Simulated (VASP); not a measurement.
# GaAs: zone-centre modes, functional by functional

How much do the zone-centre frequencies of GaAs depend on the functional? The starting structure is a measured crystal structure from the Crystallography Open Database.

Main program and level: VASP 6.6.1; Kohn-Sham DFT with plane waves and PAW; LDA, PBEsol, PBE, PBEsol + D3(BJ), r2SCAN, r2SCAN + rVV10 and HSE06.

## Step 1: Set-up

Symmetry: F-43m, No. 216, cubic system. The conventional cell has a = 5.654 Å, b = 5.654 Å, c = 5.654 Å, α = 90.00°, β = 90.00°, γ = 90.00°. Nearest to As lie 4 Ga at 2.45 Å. Ga has 4 As at 2.45 Å nearest. Farther neighbours are not listed.

Coordinates:

```cif
data_structure
_symmetry_space_group_name_H-M 'F-43m'
_symmetry_Int_Tables_number 216
_cell_length_a 5.6537
_cell_length_b 5.6537
_cell_length_c 5.6537
_cell_angle_alpha 90.000
_cell_angle_beta 90.000
_cell_angle_gamma 90.000
_cell_volume 180.72
loop_
_atom_site_label
_atom_site_type_symbol
_atom_site_symmetry_multiplicity
_atom_site_Wyckoff_symbol
_atom_site_fract_x
_atom_site_fract_y
_atom_site_fract_z
_atom_site_occupancy
As1 As 4 c 0.25000 0.25000 0.25000 1
Ga1 Ga 4 a 0.00000 0.00000 0.00000 1
```

## Step 2: Modes with LDA

LDA, the lowest rung, knows the local density alone. The cell comes from a relaxation at this level, not shown (44.13 Å³).

Input file INCAR:

```
SYSTEM = GaAs
PREC = Accurate
ENCUT = 450
EDIFF = 1E-08
NELM = 100
ISMEAR = 0
SIGMA = 0.03
LREAL = .FALSE.
ALGO = Normal
GGA = CA
NBANDS = 15
LORBIT = 11
LWAVE = .FALSE.
LCHARG = .FALSE.
KPAR = 4
IBRION = 8
LEPSILON = .TRUE.
ISIF = 2
```

Input file POSCAR:

```
GaAs
1.0
    0.0000000000      2.8047129465      2.8047129465
    2.8047129465      0.0000000000      2.8047129465
    2.8047129465      2.8047129465      0.0000000000
As Ga
1 1
Direct
    0.7500000000      0.7500000000      0.7500000000
    0.0000000000      0.0000000000      0.0000000000
```

Input file KPOINTS:

```
Automatic mesh
0
Gamma
10 10 10
0 0 0
```

The projector-augmented-wave data sets are As and Ga_d (LDA family, release 64).

Run with:

```sh
mpirun -np 4 vasp_std
```

The log of the run:

```text
[banner, memory and clock lines left out]
running    4 mpi-ranks, on    1 nodes
 distrk:  each k-point on    1 cores,    4 groups
 distr:  one band on    1 cores,    1 groups

 POSCAR found type information on POSCAR AsGa
 POSCAR found :  2 types and       2 ions
 LDA part: xc-table for (Slater(with rela. corr.)+CA(PZ))
 , standard interpolation
 POSCAR, INCAR and KPOINTS ok, starting setup
 FFT: planning ... GRIDC
 FFT: planning ... GRID_SOFT
 FFT: planning ... GRID
 WAVECAR not read
 entering main loop
       N       E                     dE             d eps       ncg     rms          rms(c)
DAV:   1     0.774864416343E+02    0.77486E+02   -0.85241E+03  1448   0.153E+03
DAV:   2    -0.386163867693E+01   -0.81348E+02   -0.77604E+02  1606   0.296E+02
DAV:   3    -0.978396475182E+01   -0.59223E+01   -0.58996E+01  1697   0.664E+01
DAV:   4    -0.987318747057E+01   -0.89223E-01   -0.89208E-01  1698   0.908E+00
DAV:   5    -0.987459774998E+01   -0.14103E-02   -0.14103E-02  1774   0.103E+00    0.306E+00
DAV:   6    -0.968637004512E+01    0.18823E+00   -0.22982E-01  2192   0.881E+00    0.180E+00
DAV:   7    -0.964396481331E+01    0.42405E-01   -0.66868E-02  1984   0.201E+00    0.525E-01
DAV:   8    -0.964077501914E+01    0.31898E-02   -0.90683E-03  1788   0.110E+00    0.108E-01
DAV:   9    -0.964074585584E+01    0.29163E-04   -0.71235E-04  1719   0.338E-01    0.423E-02
DAV:  10    -0.964075076155E+01   -0.49057E-05   -0.40507E-05  2234   0.683E-02    0.222E-02
DAV:  11    -0.964075556842E+01   -0.48069E-05   -0.65105E-06  1564   0.397E-02    0.240E-03
DAV:  12    -0.964075546006E+01    0.10836E-06   -0.46248E-07  2103   0.961E-03    0.191E-03
DAV:  13    -0.964075546118E+01   -0.11223E-08   -0.66626E-08  1725   0.206E-03
   1 F= -.96407555E+01 E0= -.96407555E+01  d E =-.347540E-11
 Linear response reoptimize wavefunctions to high precision
DAV:   1    -0.964075546129E+01   -0.11005E-09   -0.12277E-09  1445   0.294E-04
DAV:   2    -0.964075546133E+01   -0.37289E-10   -0.99981E-11  1020   0.102E-04
 Linear response G [H, r] |phi>, progress :
  Direction:   1
       N       E                     dE             d eps       ncg     rms
RMM:   1    -0.425436006683E+02   -0.42544E+02    0.22831E+02  1652   0.230E+02
RMM:   2    -0.544450124320E+02   -0.11901E+02   -0.41696E+01  2885   0.348E+01
RMM:   3    -0.546774803268E+02   -0.23247E+00   -0.20552E+00  2773   0.817E+00
RMM:   4    -0.547324579996E+02   -0.54978E-01   -0.24565E-01  3023   0.252E+00
RMM:   5    -0.547290313665E+02    0.34266E-02   -0.32683E-02  3003   0.613E-01
RMM:   6    -0.547278269436E+02    0.12044E-02   -0.60845E-03  3114   0.194E-01
RMM:   7    -0.547273463253E+02    0.48062E-03   -0.13657E-04  3113   0.642E-02
RMM:   8    -0.547273706026E+02   -0.24277E-04   -0.22167E-04  3162   0.254E-02
RMM:   9    -0.547273470261E+02    0.23576E-04    0.35488E-05  3088   0.117E-02
RMM:  10    -0.547273367650E+02    0.10261E-04    0.14256E-04  3004   0.644E-03
RMM:  11    -0.547273470669E+02   -0.10302E-04    0.40102E-05  2643   0.428E-03
RMM:  12    -0.547273534879E+02   -0.64210E-05   -0.23791E-05  2260   0.341E-03
RMM:  13    -0.547273522929E+02    0.11950E-05   -0.11862E-05  1866   0.303E-03
RMM:  14    -0.547273541827E+02   -0.18897E-05   -0.30675E-05  1717   0.289E-03
RMM:  15    -0.547273532296E+02    0.95309E-06   -0.21191E-05  1608   0.278E-03
RMM:  16    -0.547273547825E+02   -0.15529E-05   -0.36620E-05  1575   0.274E-03
RMM:  17    -0.547273539156E+02    0.86689E-06   -0.28344E-05  1555   0.268E-03
 Linear response G [H, r] |phi>, progress :
  Direction:   2
       N       E                     dE             d eps       ncg     rms
RMM:   1    -0.416811127785E+02   -0.41681E+02    0.20108E+02  1672   0.230E+02
RMM:   2    -0.562170980383E+02   -0.14536E+02   -0.35905E+01  2871   0.340E+01
RMM:   3    -0.570452276613E+02   -0.82813E+00   -0.20576E+00  2799   0.806E+00
RMM:   4    -0.571119355623E+02   -0.66708E-01   -0.22712E-01  2995   0.243E+00
RMM:   5    -0.571097741169E+02    0.21614E-02   -0.32952E-02  2985   0.597E-01
RMM:   6    -0.571085999411E+02    0.11742E-02   -0.59779E-03  3078   0.180E-01
RMM:   7    -0.571081244289E+02    0.47551E-03   -0.16594E-04  3066   0.587E-02
RMM:   8    -0.571081508105E+02   -0.26382E-04   -0.27674E-04  3133   0.223E-02
RMM:   9    -0.571081234047E+02    0.27406E-04    0.14945E-05  3075   0.981E-03
RMM:  10    -0.571081290656E+02   -0.56609E-05   -0.37929E-05  2967   0.509E-03
RMM:  11    -0.571081227238E+02    0.63418E-05    0.26046E-05  2657   0.323E-03
RMM:  12    -0.571081268801E+02   -0.41563E-05   -0.15341E-05  2283   0.244E-03
RMM:  13    -0.571081266155E+02    0.26455E-06   -0.12709E-05  1891   0.211E-03
RMM:  14    -0.571081268554E+02   -0.23991E-06   -0.15094E-05  1721   0.194E-03
RMM:  15    -0.571081261935E+02    0.66192E-06   -0.84817E-06  1580   0.193E-03
RMM:  16    -0.571081268097E+02   -0.61620E-06   -0.14470E-05  1570   0.185E-03
RMM:  17    -0.571081269129E+02   -0.10318E-06   -0.16377E-05  1519   0.186E-03
 Linear response G [H, r] |phi>, progress :
  Direction:   3
       N       E                     dE             d eps       ncg     rms
RMM:   1    -0.364314018428E+02   -0.36431E+02    0.26747E+02  1633   0.221E+02
RMM:   2    -0.380532169147E+02   -0.16218E+01   -0.34812E+01  2778   0.325E+01
RMM:   3    -0.380990049972E+02   -0.45788E-01   -0.18074E+00  2843   0.796E+00
[...]
dielectric tensor                  component  1 :    22.089     4.762     2.042
 Linear response to external field, progress :
  Direction:   2
       N       E                     dE             d eps       ncg     rms          rms(c)
RMM:   1    -0.276457509617E+00   -0.27646E+00    0.57711E+00  5556   0.819E+00
RMM:   2    -0.264736737296E+01   -0.23709E+01   -0.17836E-02  9880   0.182E+00    0.176E+00
RMM:   3    -0.261477466452E+01    0.32593E-01   -0.33424E-02 10178   0.106E+00    0.105E+00
RMM:   4    -0.266610557859E+01   -0.51331E-01   -0.35682E-02 10154   0.121E+00    0.105E-01
RMM:   5    -0.266658033101E+01   -0.47475E-03   -0.25701E-03 10050   0.340E-01    0.356E-02
RMM:   6    -0.267165537843E+01   -0.50750E-02   -0.23761E-04 10569   0.104E-01    0.201E-02
RMM:   7    -0.267164453006E+01    0.10848E-04   -0.34984E-05 10136   0.360E-02    0.211E-03
RMM:   8    -0.267197798718E+01   -0.33346E-03   -0.42475E-06 10575   0.108E-02    0.827E-04
RMM:   9    -0.267193116806E+01    0.46819E-04    0.33621E-07 10880   0.374E-03    0.362E-04
RMM:  10    -0.267191464595E+01    0.16522E-04   -0.59247E-08 10848   0.119E-03    0.129E-04
RMM:  11    -0.267190641104E+01    0.82349E-05    0.56064E-07 10463   0.498E-04    0.149E-05
RMM:  12    -0.267190518176E+01    0.12293E-05   -0.20219E-07  8128   0.189E-04    0.766E-06
 change of polarisation eV/A/(eV/A) component  2 :     1.102     5.143     0.493
 dielectric tensor                  component  2 :     4.520    22.089     2.021
 Linear response to external field, progress :
  Direction:   3
       N       E                     dE             d eps       ncg     rms          rms(c)
RMM:   1    -0.277646473953E+00   -0.27765E+00    0.57592E+00  5556   0.819E+00
RMM:   2    -0.264794445399E+01   -0.23703E+01   -0.20147E-02  9882   0.182E+00    0.176E+00
RMM:   3    -0.261476482672E+01    0.33180E-01   -0.33156E-02 10176   0.106E+00    0.105E+00
RMM:   4    -0.266605119909E+01   -0.51286E-01   -0.35584E-02 10149   0.121E+00    0.105E-01
RMM:   5    -0.266662009730E+01   -0.56890E-03   -0.25957E-03 10045   0.340E-01    0.353E-02
RMM:   6    -0.267166052783E+01   -0.50404E-02   -0.24217E-04 10564   0.104E-01    0.201E-02
RMM:   7    -0.267164413290E+01    0.16395E-04   -0.37846E-05 10142   0.361E-02    0.213E-03
RMM:   8    -0.267197832670E+01   -0.33419E-03   -0.44983E-06 10578   0.109E-02    0.836E-04
RMM:   9    -0.267193109198E+01    0.47235E-04    0.12313E-07 10865   0.377E-03    0.362E-04
RMM:  10    -0.267191363428E+01    0.17458E-04   -0.28162E-07 10851   0.119E-03    0.130E-04
RMM:  11    -0.267190393445E+01    0.96998E-05    0.51550E-07 10479   0.499E-04    0.143E-05
RMM:  12    -0.267190599873E+01   -0.20643E-05   -0.26116E-07  8106   0.188E-04    0.791E-06
 change of polarisation eV/A/(eV/A) component  3 :     0.907     0.752     5.143
 dielectric tensor                  component  3 :     3.719     3.083    22.089
 Linear response DOF=           2
 Linear response progress:
  Degree of freedom:   1/  2
       N       E                     dE             d eps       ncg     rms          rms(c)
RMM:   1    -0.449816766268E-01   -0.44982E-01    0.62768E-02 11416   0.154E+00
RMM:   2    -0.444105152018E-01    0.57116E-03   -0.42965E-03  9157   0.403E-01    0.825E-02
RMM:   3    -0.443658635559E-01    0.44652E-04   -0.41324E-04 10247   0.128E-01    0.454E-02
RMM:   4    -0.445228686816E-01   -0.15701E-03   -0.10432E-04 10200   0.565E-02    0.408E-03
RMM:   5    -0.445216835146E-01    0.11852E-05   -0.11189E-05 10607   0.169E-02    0.232E-03
RMM:   6    -0.445092224927E-01    0.12461E-04   -0.37257E-07 10159   0.512E-03    0.665E-04
RMM:   7    -0.445090519584E-01    0.17053E-06    0.16587E-07 10485   0.183E-03    0.305E-04
RMM:   8    -0.445078356094E-01    0.12163E-05    0.10691E-07 10251   0.705E-04    0.397E-05
RMM:   9    -0.445077737116E-01    0.61898E-07    0.17640E-08 10779   0.246E-04    0.140E-05
RMM:  10    -0.445077122147E-01    0.61497E-07    0.19701E-08 10226   0.923E-05    0.422E-06
RMM:  11    -0.445076826864E-01    0.29528E-07    0.21693E-08 10368   0.414E-05    0.132E-06
RMM:  12    -0.445076627121E-01    0.19974E-07    0.20811E-08  9095   0.205E-05    0.585E-07
RMM:  13    -0.445077036530E-01   -0.40941E-07    0.26818E-08  5714   0.127E-05    0.474E-07
RMM:  14    -0.445076739645E-01    0.29689E-07    0.24681E-08  5322   0.100E-05    0.151E-07
RMM:  15    -0.445076546313E-01    0.19333E-07    0.24044E-08  4002   0.895E-06    0.260E-08
 first order change of Fermi-energy  -0.13504E+00
 force on displaced ion       1 direction 1 :  -9.638  -0.000  -0.000
 Born effective charge ion    1 direction 1 :  -2.197   0.000   0.000
 Linear response progress:
  Degree of freedom:   2/  2
       N       E                     dE             d eps       ncg     rms          rms(c)
RMM:   1    -0.167305455233E+00   -0.16731E+00    0.10488E-01  6489   0.850E+00
RMM:   2    -0.165550225550E+00    0.17552E-02   -0.25398E-02  9754   0.135E+00    0.442E-02
RMM:   3    -0.165793138125E+00   -0.24291E-03   -0.37698E-03 10182   0.403E-01    0.279E-02
RMM:   4    -0.165598588485E+00    0.19455E-03   -0.12996E-03 10822   0.175E-01    0.926E-03
RMM:   5    -0.165630206872E+00   -0.31618E-04   -0.13481E-04 10603   0.410E-02    0.376E-03
RMM:   6    -0.165623238827E+00    0.69680E-05   -0.20107E-05 10572   0.147E-02    0.499E-04
RMM:   7    -0.165618401460E+00    0.48374E-05   -0.58749E-06 10485   0.606E-03    0.284E-04
RMM:   8    -0.165619629944E+00   -0.12285E-05   -0.92092E-06 10658   0.259E-03    0.940E-05
RMM:   9    -0.165619942553E+00   -0.31261E-06   -0.50950E-06 10482   0.112E-03    0.273E-05
RMM:  10    -0.165619657058E+00    0.28549E-06   -0.12051E-06 10739   0.500E-04    0.174E-05
RMM:  11    -0.165619557503E+00    0.99556E-07   -0.45513E-07 10290   0.233E-04    0.723E-06
RMM:  12    -0.165619589517E+00   -0.32015E-07   -0.53528E-07 10540   0.121E-04    0.176E-06
RMM:  13    -0.165619554722E+00    0.34795E-07   -0.27914E-07 10696   0.680E-05    0.102E-06
RMM:  14    -0.165619547175E+00    0.75471E-08   -0.16994E-07 10621   0.425E-05    0.387E-07
RMM:  15    -0.165619521116E+00    0.26059E-07   -0.64976E-08  8542   0.303E-05    0.282E-07
RMM:  16    -0.165619537403E+00   -0.16287E-07   -0.15364E-08  7480   0.247E-05    0.446E-08
 first order change of Fermi-energy   0.13678E+00
 force on displaced ion       2 direction 1 :  -9.619  -0.000  -0.000
 Born effective charge ion    2 direction 1 :   2.049   0.000   0.000
 Born effective charges drift removed
 Linear response finished
```

The job ended after 3.5 min (4 MPI ranks of Intel Xeon Platinum 8259CL at 2.50GHz (Skylake/Cascade Lake), shared host; peak memory 1.4 GiB; 14 min of CPU time).

Lines that name or quote the potential files are left out of all logs, and their timing lines are given in words.

Parts of OUTCAR (step 2):

```text
ion  position               nearest neighbor table
   1  0.750  0.750  0.750-   2 2.43   2 2.43   2 2.43   2 2.43
   2  0.000  0.000  0.000-   1 2.43   1 2.43   1 2.43   1 2.43

  LATTYP: Found a face centered cubic cell.
 ALAT       =     5.6094258930

 Subroutine GETGRP returns: Found 24 space group operations
 (whereof 24 operations were pure point group operations)

The static configuration has the point symmetry T_d .

 Found     47 irreducible k-points:

   k-points           NKPTS =     47   k-points in BZ     NKDIM =     47   number of bands    NBANDS=     15

   dimension x,y,z NGX =    28 NGY =   28 NGZ =   28
   dimension x,y,z NGXF=    56 NGYF=   56 NGZF=   56

   ENCUT  =  450.0 eV  33.07 Ry    5.75 a.u.   6.86  6.86  6.86*2*pi/ulx,y,z

   NELECT =      18.0000    total number of electrons

 k-points in reciprocal lattice and weights: Automatic mesh
   0.00000000  0.00000000  0.00000000       0.001
   0.10000000  0.00000000  0.00000000       0.008
   0.20000000  0.00000000  0.00000000       0.008
   0.30000000  0.00000000  0.00000000       0.008
   0.40000000  0.00000000  0.00000000       0.008
   0.50000000  0.00000000  0.00000000       0.004
   0.10000000  0.10000000  0.00000000       0.006
   0.20000000  0.10000000  0.00000000       0.024
   0.30000000  0.10000000  0.00000000       0.024
[...]
-0.30000000  0.40000000  0.20000000       0.024
  -0.30000000  0.50000000  0.20000000       0.012

 average (electrostatic) potential at core
       1 -53.5811       2 -67.3259

  Total       -0.0048565     -0.0048565     -0.0048565      0.0000000      0.0000000      0.0000000
  in kB       -0.1763342     -0.1763342     -0.1763342      0.0000000      0.0000000      0.0000000
  external PRESSURE =      -0.1763342 kB  Pullay stress =       0.0000000 kB

  energy-cutoff  :      450.00
  volume of cell :       44.13
      direct lattice vectors                 reciprocal lattice vectors
     0.000000000  2.804712947  2.804712947    -0.178271363  0.178271363  0.178271363
     2.804712947  0.000000000  2.804712947     0.178271363 -0.178271363  0.178271363
     2.804712947  2.804712947  0.000000000     0.178271363  0.178271363 -0.178271363

 POSITION                                       TOTAL-FORCE (eV/Angst)
 -----------------------------------------------------------------------------------
      4.20707      4.20707      4.20707        -0.000000     -0.000000     -0.000000
      0.00000      0.00000      0.00000         0.000000      0.000000      0.000000
 -----------------------------------------------------------------------------------
    total drift:                               -0.000001     -0.000001     -0.000001

 MACROSCOPIC STATIC DIELECTRIC TENSOR (including local field effects in DFT)
 ------------------------------------------------------
          22.089034    -0.000000     0.000000
           0.000000    22.089034     0.000000
          -0.000000    -0.000000    22.089034
 ------------------------------------------------------

 PIEZOELECTRIC TENSOR (including local field effects)  for field in x, y, z        (C/m^2)
          XX          YY          ZZ          XY          YZ          ZX
  --------------------------------------------------------------------------------
  x    -0.00000     0.00000    -0.00000     0.00000     0.88252     0.00000
  y     0.00000    -0.00000     0.00000     0.00000     0.00000     0.88252
  z     0.00000    -0.00000    -0.00000     0.88252     0.00000     0.00000

 BORN EFFECTIVE CHARGES (including local field effects) (in |e|, cummulative output)
 ---------------------------------------------------------------------------------
 ion    1
    1    -2.12801     0.00000    -0.00000
    2    -0.00000    -2.12801     0.00000
    3     0.00000     0.00000    -2.12801
 ion    2
    1     2.12801    -0.00000     0.00000
    2     0.00000     2.12801    -0.00000
    3     0.00000     0.00000     2.12801

 Eigenvectors and eigenvalues of the dynamical matrix
 ----------------------------------------------------

   1 f  =    8.072117 THz    50.718608 2PiTHz  269.256846 cm-1    33.383579 meV
             X         Y         Z           dx          dy          dz
      4.207069  4.207069  4.207069     0.542738    0.106120    0.420361
      0.000000  0.000000  0.000000    -0.562045   -0.109895   -0.435315

   2 f  =    8.072117 THz    50.718608 2PiTHz  269.256846 cm-1    33.383579 meV
             X         Y         Z           dx          dy          dz
      4.207069  4.207069  4.207069     0.433539   -0.137413   -0.525062
      0.000000  0.000000  0.000000    -0.448962    0.142302    0.543741

   3 f  =    8.072117 THz    50.718608 2PiTHz  269.256846 cm-1    33.383579 meV
             X         Y         Z           dx          dy          dz
      4.207069  4.207069  4.207069    -0.002942   -0.672596    0.173595
      0.000000  0.000000  0.000000     0.003047    0.696523   -0.179771

   4 f/i=    0.004042 THz     0.025400 2PiTHz    0.134842 cm-1     0.016718 meV
             X         Y         Z           dx          dy          dz
      4.207069  4.207069  4.207069    -0.162855   -0.683847   -0.152654
      0.000000  0.000000  0.000000    -0.157260   -0.660355   -0.147410

   5 f/i=    0.004042 THz     0.025400 2PiTHz    0.134842 cm-1     0.016718 meV
             X         Y         Z           dx          dy          dz
      4.207069  4.207069  4.207069     0.491958   -0.000000   -0.524832
      0.000000  0.000000  0.000000     0.475058   -0.000000   -0.506802

   6 f/i=    0.004042 THz     0.025400 2PiTHz    0.134842 cm-1     0.016718 meV
             X         Y         Z           dx          dy          dz
      4.207069  4.207069  4.207069    -0.498925    0.223215   -0.467675
      0.000000  0.000000  0.000000    -0.481786    0.215547   -0.451609

 MACROSCOPIC STATIC DIELECTRIC TENSOR IONIC CONTRIBUTION
 ------------------------------------------------------
           1.928628    -0.000000     0.000000
          -0.000000     1.928628    -0.000000
           0.000000    -0.000000     1.928628
 ------------------------------------------------------

 ELASTIC MODULI CONTR FROM IONIC RELAXATION (kBar)
 Direction    XX          YY          ZZ          XY          YZ          ZX
 --------------------------------------------------------------------------------
 XX          -0.0000     -0.0000     -0.0000      0.0000      0.0000      0.0000
 YY          -0.0000     -0.0000     -0.0000      0.0000     -0.0000      0.0000
 ZZ          -0.0000     -0.0000     -0.0000      0.0000     -0.0000      0.0000
 XY           0.0000      0.0000      0.0000   -199.8296      0.0000      0.0000
 YZ           0.0000     -0.0000     -0.0000      0.0000   -199.8296      0.0000
 ZX           0.0000      0.0000      0.0000      0.0000      0.0000   -199.8296
 --------------------------------------------------------------------------------

 PIEZOELECTRIC TENSOR IONIC CONTR  for field in x, y, z        (C/m^2)
          XX          YY          ZZ          XY          YZ          ZX
  --------------------------------------------------------------------------------
  x     0.00000    -0.00000    -0.00000    -0.00000    -0.58415     0.00000
  y     0.00000     0.00000     0.00000     0.00000    -0.00000    -0.58415
  z     0.00000     0.00000     0.00000    -0.58415     0.00000     0.00000
```

Energies printed during the response cycles are not total energies of the cell.

LDA: the zone-centre mode is T2 269.3 cm⁻¹.

(Continued in part 2 of 3.)

[Lines on the potential files, build, host, timing and source positions are cut from VASP's logs without a mark.]

[Logs are printed without paths, hosts, clocks, repeated set-up lines and the standing remarks that a program may print on its own settings, such as how far it seeks lower states.]

[Hosts, paths, dates, database ids (printed as entryN), source tags and the programs' standing remarks are cut or masked in the printed files.]
